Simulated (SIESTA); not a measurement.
Al in SIESTA: convergence with EnergyShift

Al:

```
Al
1.0
     0.04789    1.96914    2.02685
     2.04326   -0.00835    2.08310
     2.04058    2.02271   -0.00568
Al
1
Cartesian
  0.0167 0.0547 -0.0153
```

The cell isn't the ideal one: cell strained at random at fixed volume.

| Quantity | Value |
| --- | --- |
| Program | SIESTA 5.4.2 |
| Task | single point |
| Functional | PBEsol |
| Potentials or basis | PseudoDojo 0.4 standard (PBEsol files) |
| Basis | DZP (energy shift 0.05 Ry) |
| Grid cutoff | 500 Ry |
| Energy shift | 0.05 Ry |
| k mesh | 8 × 8 × 8 |
| Occupations | fermi-dirac, width 0.05 eV |
| Spin | no spin polarisation |

These are the settings of the first run; the series varies EnergyShift, with any setting tied to it.

Hardware: 1 thread of Intel(R) Xeon(R) 6975P-C (Granite Rapids), with other jobs on the host.

```
EnergyShift  energy less the tightest run, at zero smearing (meV/atom)  pressure (GPa)  SCF cycles  CPU time (s)  peak memory (GiB)
       0.05                                                      25.99           -3.35           5           3.9               0.17
       0.03                                                      15.98           -0.35           5           4.7               0.18
       0.02                                                      34.38           -0.69           5           5.6               0.18
       0.01                                                      27.49           -1.83           5           9.3                0.2
      0.005                                                      11.90           -1.85           5            13               0.21
      0.003                                                       6.73           -1.66           5            18               0.22
      0.002                                                       4.14           -1.54           5            19               0.23
      0.001                                                       0.00           -1.34           5            20               0.23
```

Not settled before the last step: the energy (to 1 meV/atom), the pressure (to 0.1 GPa). The tightest run that finished is the yardstick and may itself not be fully converged.

Caveat, for the tightest run too: the basis of atomic orbitals isn't converged, which shifts pressures, moduli and gaps.
